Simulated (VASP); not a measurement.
# PbS, self-consistent run: which settings are enough?

PbS, Cmcm (no. 63), 4 atoms in the cell. PBE, spin-orbit coupling; PAW potentials Pb_d, S (PBE set). VASP 6.6.1.

Wanted: energy within 0.2 meV/atom; levels at the zone centre within 0.003 eV.

What the run is for: comparing ways to start; Accuracy asked: tight.

Levels at the zone centre: counted from the valence top at that point.

POSCAR:
```
PbS
1.0
    2.0799526950     -5.9912968650      0.0000000000
    2.0799526950      5.9912968650      0.0000000000
    0.0000000000      0.0000000000      4.2793209400
Pb S
2 2
Direct
    0.1305633500      0.8694366500      0.2500000000
    0.8694366500      0.1305633500      0.7500000000
    0.3547970900      0.6452029100      0.2500000000
    0.6452029100      0.3547970900      0.7500000000
```

## How the run starts (with a second run first, the time holds both)

| How the run starts (with a second run first, the time holds both) | Energy less reference (meV/atom) | Levels at the zone centre, largest deviation (eV) | Time (s) |
|---|---|---|---|
| from scratch: 14 SCF iterations | 0.00 | 0.0000 | 903 |
| density without spin-orbit coupling (CHGCAR): 13 + 11 SCF iterations | 0.00 | 0.0001 | 891 |

Chosen: from scratch: 14 SCF iterations; no other choice that stays within half of the tolerance saves 30 % of the time.

The chosen settings are those of the reference run.

Values of the reference run: Levels at the zone centre: -0.9423, -0.9423, 0, 0, 4.493, 4.493 eV from the valence top at Gamma.

## The input

INCAR:
```
SYSTEM = PbS
GGA = PE ; LSORBIT = .True.
MAGMOM = 0 0 0 0 0 0 0 0 0 0 0 0 ; LORBIT = 11
ISMEAR = 0 ; SIGMA = 0.03
LWAVE = .False. ; LCHARG = .False.
ISIF = 2 ; PREC = Accurate
LASPH = .True. ; LREAL = .False.
ALGO = Normal ; EDIFF = 1E-6
NELM = 200 ; GGA_COMPAT = .False.
ENCUT = 400 ; EFERMI = MIDGAP
```

KPOINTS:
```
k-points
0
Gamma
  6 6 6
```

Commands:
```
cat potpaw_PBE.64/Pb_d/POTCAR potpaw_PBE.64/S/POTCAR > POTCAR
mpirun -np 1 vasp_ncl > vasp.out
```

The chosen input took VASP 6.6.1 903 s on 1 core (Intel Xeon Platinum 8259CL @ 2.50GHz (Skylake/Cascade Lake)), a shared host.

## An input that fails: restart asked without its files

VASP's message: ERROR: charge density could not be read from file CHGCAR for ICHARG>10.

Changes against the starting input:
```
- NELM = 200
+ NELM = 60
+ ICHARG = 11
```
